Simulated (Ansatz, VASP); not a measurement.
This is a calculation of Ba for Ansatz 0.2.0.

The input input.yaml:

```yaml
crystal:
  lattice:
    - [-2.5556595394, 2.5556595394, 2.5556595394]
    - [2.5556595394, -2.5556595394, 2.5556595394]
    - [2.5556595394, 2.5556595394, -2.5556595394]
  atoms:
    - { symbol: Ba, position: [0.0, 0.0, 0.0] }
kpoints:
  mp_grid: { grid: [8, 8, 8] }
scf:
  occupations: { method: fermi_dirac, width: 0.05 }
hamiltonian:
  xc: pbe
  pseudopotentials: { kind: all_electron, lapw: { basis_error: 0.0005 } }
output:
  forces: true
  stress: true
  eigenvalues: true
```

Potentials or basis: all-electron LAPW, scalar-relativistic.

Run with:

```console
$ ansatz run input.yaml --threads 1 --pin off --max-ram 2560MiB --backend cpu --events-out ev --progress --plain --runs-dir out
```

Problem. Translate it to VASP 6.6.1. Potentials there: VASP PAW PBE potentials, release 64 (Ba_sv).

Solution. As run (the cutoff follows the program's own potentials):

The input INCAR:

```
PREC = Accurate
ENCUT = 520
EDIFF = 1E-7
ISMEAR = -1
SIGMA = 0.05
LREAL = F
LASPH = T
NELM = 60
ALGO = Normal
ISIF = 2
LWAVE = F
LCHARG = F
GGA = PE
NBANDS = 11
```

The input KPOINTS:

```
regular mesh
0
Gamma
  8 8 8
```

The input POSCAR:

```
Ba
1.0
   -2.5556595394      2.5556595394      2.5556595394
    2.5556595394     -2.5556595394      2.5556595394
    2.5556595394      2.5556595394     -2.5556595394
Ba
1
Direct
    0.0000000000      0.0000000000      0.0000000000
```

Potentials or basis: VASP PAW PBE potentials, release 64 (Ba_sv).

Run with:

```sh
$ cat potpaw_PBE.64/Ba_sv/POTCAR > POTCAR
$ mpirun -np 1 vasp_std > vasp.out
```

Both were run:

|  | VASP | Ansatz | Ansatz less VASP |
| --- | --- | --- | --- |
| gap on the k mesh at the Fermi level (eV) | none | none | - |
| pressure (GPa) | -0.4 | -0.5 | -0.03 |

A gap of «none» marks a metal or a gap that the smearing closes. Ansatz ran all-electron here, so the differences hold the error of VASP's frozen core and of both bases.

The runs have no spin-orbit coupling, so splittings on Ba are missing.
